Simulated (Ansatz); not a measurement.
Here is an Ansatz 0.2.0 calculation.

File input.yaml:

```yaml
crystal:
  lattice:
    - [4.5998373239, 0.0, 0.0]
    - [0.0, 4.5998373239, 0.0]
    - [0.0, 0.0, 2.95921356]
  atoms:
    - { symbol: Ti, position: [0.0, 0.0, 0.5] }
    - { symbol: Ti, position: [0.5, 0.5, 0.0] }
    - { symbol: O, position: [0.30432132, 0.30432132, 0.5] }
    - { symbol: O, position: [0.19567868, 0.80432132, 0.0] }
    - { symbol: O, position: [0.80432132, 0.19567868, 0.0] }
    - { symbol: O, position: [0.69567868, 0.69567868, 0.5] }
kpoints:
  mp_grid: { grid: [6, 6, 9] }
  band_path:
    path:
      - [0.0, 0.0, 0.0]
      - [0.0, 0.5, 0.0]
      - [0.5, 0.5, 0.0]
      - [0.0, 0.0, 0.0]
      - [0.0, 0.0, 0.5]
      - [0.0, 0.5, 0.5]
      - [0.5, 0.5, 0.5]
      - [0.0, 0.0, 0.5]
    npoints: 10
scf:
  occupations: { method: fermi_dirac, width: 0.05 }
hamiltonian:
  xc: pbe
  pseudopotentials: { kind: all_electron, lapw: { basis_error: 0.002 } }
output:
  forces: true
  stress: true
  eigenvalues: true
```

Potentials or basis: all-electron LAPW, scalar-relativistic.

Command:

```sh
$ ansatz run input.yaml --threads 4 --pin off --max-ram 12288MiB --backend cpu --events-out ev --progress --plain --runs-dir out
```

Q: Estimate the largest force.

A: 0.004 eV/Å.

Q: Estimate the band gap along the path.

A: 1.86 eV, direct.

Q: Estimate the pressure.

A: 4.2 GPa.

Forces in eV/Å, atoms in the order of the input:
```
Ti   0.000  0.000  0.000
Ti   0.000  0.000  0.000
O    0.003  0.003  0.000
O   -0.003  0.003  0.000
O    0.003 -0.003  0.000
O   -0.003 -0.003  0.000
```

**The experiment to reproduce.**

“Shallow Valence Band of Rutile GeO2 and P-type Doping”, 2020, arxiv:2011.08928 quotes, for a bulk crystal of TiO2 at 1.6 K: band gap 3.03 eV (direct).

Measured gap of TiO2: 3.03 eV (direct; 1.6 K; quoted in “Shallow Valence Band of Rutile GeO2 and P-type Doping”, 2020, arxiv:2011.08928). This calculation gives 1.86 eV (-1.17 eV). 2 values of this kind are on record in papers (3.03 to 3.05 eV); this one was drawn at random among those near their median. The value is that of PBE, without temperature or zero-point motion. Semilocal functionals fall short of measured gaps as a rule. The cell is a database's relaxed one, not the measured one, which moves gaps too.
